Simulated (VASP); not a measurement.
# SnSe2 (P-3m1) in VASP: further runs

Runs on SnSe2. Level: LDA. Tasks: single point.

Everything below comes from runs of VASP 6.6.1. Logs are shortened: lines on timing, memory, paths and dates and some standing lists are left out, and cuts for length are marked.

## 1. The crystal as given

Symmetry: P-3m1, No. 164, trigonal system. Conventional cell: a = 3.811 Å, b = 3.811 Å, c = 6.136 Å, α = 90.00°, β = 90.00°, γ = 120.00°. Around Sn (site symmetry -3m) lie 6 Se at 2.68 Å. Around Se (site symmetry 3m) lie 3 Sn at 2.68 Å.

## 2. Single point, LDA

Input file INCAR:

```
SYSTEM = SnSe2
PREC     = Accurate       ! precision mode
ENCUT    = 350            ! plane-wave cutoff, eV
EDIFF    = 1E-7           ! SCF threshold, eV
ISMEAR   = 0              ! smearing method
SIGMA    = 0.05           ! smearing width, eV
LREAL    = .False.        ! projectors in reciprocal space
LASPH    = .True.         ! aspherical terms in the spheres
NELM     = 100            ! most SCF steps
ALGO     = Normal         ! electronic algorithm
ISIF     = 2              ! what is computed and relaxed
LWAVE    = .False.        ! write WAVECAR
LCHARG   = .False.        ! write CHGCAR
NBANDS   = 20             ! bands
ADDGRID  = .False.
```

Input file KPOINTS:

```
regular mesh
0
Gamma
  5 5 3
  0 0 0
```

Input file POSCAR:

```
SnSe2
1.0
    3.8110000000      0.0000000000      0.0000000000
   -1.9055000000      3.3004228138      0.0000000000
    0.0000000000      0.0000000000      6.1360000000
Sn Se
1 2
Direct
    0.0000000000      0.0000000000      0.0000000000
    0.6666666667      0.3333333333      0.7510000000
    0.3333333333      0.6666666667      0.2490000000
```

Potentials or basis: VASP PAW LDA potentials, release 64 (Sn_d, Se).

The run is started by

```
cat potpaw_LDA.64/Sn_d/POTCAR potpaw_LDA.64/Se/POTCAR > POTCAR
mpirun -np 1 vasp_std > vasp.out
```

OUTCAR:

```text
SYSTEM = SnSe2
   PREC = Accurate
   ENCUT = 350
   EDIFF = 1E-7
   ISMEAR = 0
   LREAL = .False.
   LASPH = .True.
   NELM = 100
   ISIF = 2

 Found     12 irreducible k-points:

 Following reciprocal coordinates:
            Coordinates               Weight
  0.000000  0.000000  0.000000      1.000000
  0.200000 -0.000000  0.000000      6.000000
  0.400000 -0.000000  0.000000      6.000000
  0.200000  0.200000  0.000000      6.000000
  0.400000  0.200000  0.000000      6.000000
  0.000000  0.000000  0.333333      2.000000
   k-points           NKPTS =     12   k-points in BZ     NKDIM =     12   number of bands    NBANDS=     20
   number of dos      NEDOS =    301   number of ions     NIONS =      3
   total plane-waves  NPLWV =  23040
   dimension x,y,z NGX =    24 NGY =   24 NGZ =   40
   dimension x,y,z NGXF=    48 NGYF=   48 NGZF=   80
   ions per type =               1   2
   NGX,Y,Z   is equivalent  to a cutoff of  10.47, 10.47, 10.84 a.u.
   NGXF,Y,Z  is equivalent  to a cutoff of  20.94, 20.94, 21.67 a.u.
 SYSTEM =  SnSe2
   PREC   = accura    normal or accurate (medium, high low for compatibility)
   ISTART =      0    job   : 0-new  1-cont  2-samecut
   ICHARG =      2    charge: 1-file 2-atom 10-const
   ISPIN  =      1    spin polarized calculation?
   LNONCOLLINEAR =      F non collinear calculations
   LSORBIT =      F    spin-orbit coupling
   LASPH  =      T    aspherical Exc in radial PAW
   ENCUT  =  350.0 eV  25.72 Ry    5.07 a.u.   5.81  5.81  9.36*2*pi/ulx,y,z
   NELM   =    100;   NELMIN=  2; NELMDL= -5     # of ELM steps
   EDIFF  = 0.1E-06   stopping-criterion for ELM
   LREAL  =      F    real-space projection
   EDIFFG = 0.1E-05   stopping-criterion for IOM
   NSW    =      0    number of steps for IOM
   IBRION =     -1    ionic relax: 0-MD 1-quasi-New 2-CG
   NFREE  =      0    steps in history (QN), initial steepest desc. (CG)
   ISIF   =      2    stress and relaxation
   ISYM   =      2    0-nonsym 1-usesym 2-fastsym
   POTIM  = 0.5000    time-step for ionic-motion
   TEBEG  =    0.0;   TEEND  =   0.0 temperature during run
   PSTRESS=    0.0 pullay stress
   NELECT =      26.0000    total number of electrons
   NUPDOWN=      -1.0000    fix difference up-down
   EMIN   =  10.00;   EMAX   =-10.00  energy-range for DOS
   EFERMI =   0.00;   METHOD = LEGACY
   ISMEAR =     0;   SIGMA  =   0.05  broadening in eV -4-tet -1-fermi 0-gaus
   EFERMI_NEDOS =   21; number of points for ismear=-14 and -15
   IALGO  =     38    algorithm
   IMIX   =      4    mixing-type and parameters
     AMIX     =   0.40;   BMIX     =  1.00
     AMIX_MAG =   1.60;   BMIX_MAG =  1.00
  volume/ion in A,a.u.               =      25.73       173.61
  Fermi-wavevector in a.u.,A,eV,Ry     =   1.139116  2.152617 17.654722  1.297585
  Thomas-Fermi vector in A             =   2.275820
   LORBIT       =      0    0 simple, 1 ext, 2 COOP (PROOUT), +10 PAW based schemes
   GGA     = CA    functional components
   LHFCALC =     F    Hartree Fock is set to
   AEXX    =    0.0000 exact exchange contribution
   IVDW    =     0    specifies the selected vdW correction
   LEPSILON=     F    determine dielectric tensor
   LRPA    =     F    only Hartree local field effects (RPA)
 non-spin polarized calculation
 Gauss-broadening in eV      SIGMA  =   0.05
  energy-cutoff  :      350.00
  volume of cell :       77.18
 maximum number of plane-waves:      1164
 NGX is ok and might be reduce to    24
   NGX = 11   NGY = 11   NGZ = 19

 number of electron      26.0000008 magnetization

 Free energy of the ion-electron system (eV)
  ---------------------------------------------------
  ext. energy  EPLUGINS =         0.00000000
  ---------------------------------------------------
  free energy    TOTEN  =       -13.71393165 eV

  energy without entropy =      -13.71393165  energy(sigma->0) =      -13.71393165

 E-fermi :   4.3879     XC(G=0):  -9.7781

 val. band max:        4.1062525686   @ k =   0.0000   0.0000   0.0000
 cond. band min:       4.7670617866   @ k =   0.0000   0.4000   0.3333
 fundamental gap:      0.6608092179
 Fermi energy:         4.3879325505

 k-point     1 :       0.0000    0.0000    0.0000
  band No.  band energies     occupation
      1     -17.0858      2.00000
      2     -17.0858      2.00000
      3     -17.0449      2.00000
      4     -17.0289      2.00000
      5     -17.0289      2.00000
      6      -9.9353      2.00000
[... 12 lines left out ...]
     19      13.0361      0.00000
     20      13.0361      0.00000

 k-point     2 :       0.2000   -0.0000    0.0000
  band No.  band energies     occupation
      1     -17.1065      2.00000
      2     -17.0749      2.00000
      3     -17.0400      2.00000
      4     -17.0303      2.00000
      5     -17.0244      2.00000
      6      -9.5398      2.00000
[... 12 lines left out ...]
     19      12.1055      0.00000
     20      13.3971      0.00000

 k-point     3 :       0.4000   -0.0000    0.0000
  band No.  band energies     occupation
      1     -17.1428      2.00000
      2     -17.0669      2.00000
      3     -17.0507      2.00000
      4     -17.0099      2.00000
      5     -17.0068      2.00000
      6      -8.5660      2.00000
[... 12 lines left out ...]
     19      13.4800      0.00000
     20      14.1812      0.00000

 k-point     4 :       0.2000    0.2000    0.0000
  band No.  band energies     occupation
      1     -17.1235      2.00000
      2     -17.0784      2.00000
      3     -17.0393      2.00000
      4     -17.0280      2.00000
      5     -17.0078      2.00000
      6      -8.8333      2.00000
[... 12 lines left out ...]
     19      11.0375      0.00000
     20      14.0432      0.00000

 k-point     5 :       0.4000    0.2000    0.0000
  band No.  band energies     occupation
      1     -17.1309      2.00000
      2     -17.0854      2.00000
      3     -17.0403      2.00000
      4     -17.0127      2.00000
      5     -17.0082      2.00000
      6      -8.0519      2.00000
[... 12 lines left out ...]
     19      12.9386      0.00000
     20      13.7057      0.00000

 k-point     6 :       0.0000    0.0000    0.3333
  band No.  band energies     occupation
      1     -17.0861      2.00000
      2     -17.0861      2.00000
      3     -17.0449      2.00000
      4     -17.0293      2.00000
      5     -17.0293      2.00000
      6      -9.8126      2.00000
[... 12 lines left out ...]
     19      12.5665      0.00000
     20      12.5680      0.00000

 [... further k-points ...]

------------------------ aborting loop because EDIFF is reached ----------------------------------------

  FORCE on cell =-STRESS in cart. coord.  units (eV):
  Direction    XX          YY          ZZ          XY          YZ          ZX
  --------------------------------------------------------------------------------------
  -------------------------------------------------------------------------------------
  Total        0.2454137      0.2454137      0.8683996     -0.0000000      0.0000000      0.0000000
  in kB        5.0946629      5.0946629     18.0275332     -0.0000000      0.0000000      0.0000000
  external PRESSURE =       9.4056197 kB  Pullay stress =       0.0000000 kB

 VOLUME and BASIS-vectors are now :
 -----------------------------------------------------------------------------
  energy-cutoff  :      350.00
  volume of cell :       77.18
      direct lattice vectors                 reciprocal lattice vectors
     3.811000000  0.000000000  0.000000000     0.262398321  0.151495741  0.000000000
    -1.905500000  3.300422814  0.000000000     0.000000000  0.302991482  0.000000000
     0.000000000  0.000000000  6.136000000     0.000000000  0.000000000  0.162972621

 POSITION                                       TOTAL-FORCE (eV/Angst)
 -----------------------------------------------------------------------------------
      0.00000      0.00000      0.00000         0.000000      0.000000     -0.000000
      1.90550      1.10014      4.60814        -0.000000     -0.000000     -0.457291
     -0.00000      2.20028      1.52786         0.000000      0.000000      0.457291
 -----------------------------------------------------------------------------------
    total drift:                                0.000000      0.000000      0.000000

  FREE ENERGIE OF THE ION-ELECTRON SYSTEM (eV)
  ---------------------------------------------------
  free  energy   TOTEN  =       -13.7139316537 eV

  energy  without entropy=      -13.7139316537  energy(sigma->0) =      -13.71393165
```

Wall time 4.8 s (1 thread of Intel Xeon 6975P-C (Granite Rapids), shared host); peak memory 0.14 GiB.

These settings aren't checked as converged: the numbers below hold their error.

Results:

```yaml
Free_energy: -13.7139 eV
Pressure: 0.9 GPa
Largest_force: 0.457 eV/Å
Band_gap_on_the_k_mesh: 0.66 eV, indirect (least direct gap 0.89 eV)
```

Caveat: spin-orbit coupling is left out, which moves the levels of the heavy elements; an odd mesh through Γ misses points on the zone boundary, where band edges often lie.

## 3. Single point, LDA

INCAR is that of step 2.

KPOINTS is that of step 2.

Input file POSCAR:

```
SnSe2
1.0
    3.8110000000      0.0000000000      0.0000000000
   -1.9055000000      3.3004228138      0.0000000000
    0.0000000000      0.0000000000      6.1360000000
Sn Se
1 2
Direct
    0.0255860000      0.0074750000      0.0043360000
    0.6613810000      0.3516810000      0.7467700000
    0.3595740000      0.6870860000      0.2661230000
```

Potentials or basis: VASP PAW LDA potentials, release 64 (Sn_d, Se).

The run is started by

```
cat potpaw_LDA.64/Sn_d/POTCAR potpaw_LDA.64/Se/POTCAR > POTCAR
mpirun -np 1 vasp_std > vasp.out
```

Wall time 12 s (1 thread of Intel Xeon 6975P-C (Granite Rapids), shared host); peak memory 0.15 GiB.

The run converged, but some of its settings lie outside the range that counts as converged, so its numbers aren't taken as properties of the crystal.

What came out:

* Free energy: -13.6990 eV
* Pressure: -1.2 GPa
* Largest force: 0.477 eV/Å
* Band gap on the k mesh: 0.41 eV, indirect (least direct gap 0.86 eV)

Caveat: spin-orbit coupling is left out, which moves the levels of the heavy elements; an odd mesh through Γ misses points on the zone boundary, where band edges often lie.

## 4. Single point, LDA

INCAR: that of step 3 with these lines changed.

```diff
@@ -2,3 +2,3 @@
 PREC     = Accurate       ! precision mode
-ENCUT    = 350            ! plane-wave cutoff, eV
+ENCUT    = 700            ! plane-wave cutoff, eV
 EDIFF    = 1E-7           ! SCF threshold, eV
```

Input file KPOINTS:

```
regular mesh
0
Gamma
  4 4 2
  0 0 0
```

Input file POSCAR:

```
SnSe2
1.0
    3.8110000000      0.0000000000      0.0000000000
   -1.9055000000      3.3004228138      0.0000000000
    0.0000000000      0.0000000000      6.1360000000
Sn Se
1 2
Direct
    0.0000000000      0.0000000000      0.0000000000
    0.6666666667      0.3333333333      0.7510000000
    0.3333333333      0.6666666667      0.2490000000
```

Potentials or basis: VASP PAW LDA potentials, release 64 (Sn_d, Se).

The run is started by

```
cat potpaw_LDA.64/Sn_d/POTCAR potpaw_LDA.64/Se/POTCAR > POTCAR
mpirun -np 1 vasp_std > vasp.out
```

OUTCAR:

```text
SYSTEM = SnSe2
   PREC = Accurate
   ENCUT = 700
   EDIFF = 1E-7
   ISMEAR = 0
   LREAL = .False.
   LASPH = .True.
   NELM = 100
   ISIF = 2

 Found      8 irreducible k-points:

 Following reciprocal coordinates:
            Coordinates               Weight
  0.000000  0.000000  0.000000      1.000000
  0.250000 -0.000000  0.000000      6.000000
  0.500000 -0.000000  0.000000      3.000000
  0.250000  0.250000  0.000000      6.000000
  0.000000  0.000000  0.500000      1.000000
  0.250000 -0.000000  0.500000      6.000000
   k-points           NKPTS =      8   k-points in BZ     NKDIM =      8   number of bands    NBANDS=     20
   number of dos      NEDOS =    301   number of ions     NIONS =      3
   total plane-waves  NPLWV =  69984
   dimension x,y,z NGX =    36 NGY =   36 NGZ =   54
   dimension x,y,z NGXF=    72 NGYF=   72 NGZF=  108
   ions per type =               1   2
   NGX,Y,Z   is equivalent  to a cutoff of  15.70, 15.70, 14.63 a.u.
   NGXF,Y,Z  is equivalent  to a cutoff of  31.41, 31.41, 29.26 a.u.
 SYSTEM =  SnSe2
   PREC   = accura    normal or accurate (medium, high low for compatibility)
   ISTART =      0    job   : 0-new  1-cont  2-samecut
   ICHARG =      2    charge: 1-file 2-atom 10-const
   ISPIN  =      1    spin polarized calculation?
   LNONCOLLINEAR =      F non collinear calculations
   LSORBIT =      F    spin-orbit coupling
[... 55 lines left out ...]
 val. band max:        4.1117451194   @ k =   0.0000   0.0000   0.0000
 cond. band min:       4.8710926995   @ k =   0.5000  -0.0000   0.5000
 fundamental gap:      0.7593475800
 Fermi energy:         4.3461299902

 k-point     1 :       0.0000    0.0000    0.0000
  band No.  band energies     occupation
      1     -17.0926      2.00000
      2     -17.0926      2.00000
      3     -17.0568      2.00000
      4     -17.0381      2.00000
      5     -17.0381      2.00000
      6      -9.9279      2.00000
[... 127 lines left out ...]
     19      12.3681      0.00000
     20      13.1336      0.00000

 [... further k-points ...]

------------------------ aborting loop because EDIFF is reached ----------------------------------------

  FORCE on cell =-STRESS in cart. coord.  units (eV):
  Direction    XX          YY          ZZ          XY          YZ          ZX
  --------------------------------------------------------------------------------------
  -------------------------------------------------------------------------------------
  Total        0.6326908      0.6326908      0.6487719      0.0000000      0.0000000      0.0000000
  in kB       13.1343400     13.1343400     13.4681754      0.0000000      0.0000000      0.0000000
  external PRESSURE =      13.2456185 kB  Pullay stress =       0.0000000 kB

 VOLUME and BASIS-vectors are now :
 -----------------------------------------------------------------------------
  energy-cutoff  :      700.00
  volume of cell :       77.18
      direct lattice vectors                 reciprocal lattice vectors
     3.811000000  0.000000000  0.000000000     0.262398321  0.151495741  0.000000000
    -1.905500000  3.300422814  0.000000000     0.000000000  0.302991482  0.000000000
     0.000000000  0.000000000  6.136000000     0.000000000  0.000000000  0.162972621

 POSITION                                       TOTAL-FORCE (eV/Angst)
 -----------------------------------------------------------------------------------
      0.00000      0.00000      0.00000        -0.000000      0.000000      0.000000
      1.90550      1.10014      4.60814         0.000000      0.000000     -0.456926
     -0.00000      2.20028      1.52786        -0.000000      0.000000      0.456926
 -----------------------------------------------------------------------------------
    total drift:                               -0.000000     -0.000000      0.000000

  FREE ENERGIE OF THE ION-ELECTRON SYSTEM (eV)
  ---------------------------------------------------
  free  energy   TOTEN  =       -13.6558503758 eV

  energy  without entropy=      -13.6558503758  energy(sigma->0) =      -13.65585038
```

OSZICAR:

```text
N       E                     dE             d eps       ncg     rms          rms(c)
DAV:   1     0.233735264104E+03    0.23374E+03   -0.14338E+04   324   0.180E+03
DAV:   2     0.165324121936E+02   -0.21720E+03   -0.20920E+03   336   0.465E+02
DAV:   3    -0.127666481747E+02   -0.29299E+02   -0.28422E+02   392   0.132E+02
DAV:   4    -0.139610030186E+02   -0.11944E+01   -0.11918E+01   368   0.266E+01
DAV:   5    -0.139864058680E+02   -0.25403E-01   -0.25400E-01   468   0.422E+00    0.534E+00
DAV:   6    -0.136965161457E+02    0.28989E+00   -0.50465E-01   456   0.756E+00    0.340E+00
DAV:   7    -0.136596788317E+02    0.36837E-01   -0.15562E-01   392   0.241E+00    0.960E-01
DAV:   8    -0.136560902943E+02    0.35885E-02   -0.11839E-02   440   0.107E+00    0.282E-01
DAV:   9    -0.136558503296E+02    0.23996E-03   -0.12034E-03   368   0.251E-01    0.835E-02
DAV:  10    -0.136558469921E+02    0.33375E-05   -0.88359E-05   388   0.616E-02    0.302E-02
DAV:  11    -0.136558505893E+02   -0.35972E-05   -0.91573E-06   388   0.177E-02    0.402E-03
DAV:  12    -0.136558502894E+02    0.29994E-06   -0.10454E-06   428   0.640E-03    0.381E-03
DAV:  13    -0.136558503758E+02   -0.86450E-07   -0.29561E-07   376   0.419E-03
   1 F= -.13655850E+02 E0= -.13655850E+02  d E =-.252254E-12
```

Run time: 12 s. Hardware: 1 thread of Intel Xeon 6975P-C (Granite Rapids), shared host; peak memory 0.2 GiB.

These settings aren't checked as converged: the numbers below hold their error.

Results:

* Free energy: -13.6559 eV
* Pressure: 1.3 GPa
* Largest force: 0.457 eV/Å
* Band gap on the k mesh: 0.76 eV, indirect (least direct gap 0.89 eV)

Caveat: the k mesh is coarse (spacing up to 0.51 Å⁻¹), so the values aren't converged; spin-orbit coupling is left out, which moves the levels of the heavy elements.

## 5. Single point, LDA

INCAR is that of step 4.

KPOINTS is that of step 4.

Input file POSCAR:

```
SnSe2
1.0
    3.8110000000      0.0000000000      0.0000000000
   -1.9055000000      3.3004228138      0.0000000000
    0.0000000000      0.0000000000      6.1360000000
Sn Se
1 2
Direct
    0.0255860000      0.0074750000      0.0043360000
    0.6613810000      0.3516810000      0.7467700000
    0.3595740000      0.6870860000      0.2661230000
```

The run is started by

```
cat potpaw_LDA.64/Sn_d/POTCAR potpaw_LDA.64/Se/POTCAR > POTCAR
mpirun -np 1 vasp_std > vasp.out
```

Wall time 27 s (1 thread of Intel Xeon 6975P-C (Granite Rapids), shared host); peak memory 0.22 GiB.

These settings aren't checked as converged: the numbers below hold their error.

Results:

- Free energy: -13.6401 eV
- Pressure: -0.8 GPa
- Largest force: 0.474 eV/Å
- Band gap on the k mesh: 0.47 eV, indirect (least direct gap 0.85 eV)

Caveat: the k mesh is coarse (spacing up to 0.51 Å⁻¹), so the values aren't converged; spin-orbit coupling is left out, which moves the levels of the heavy elements.
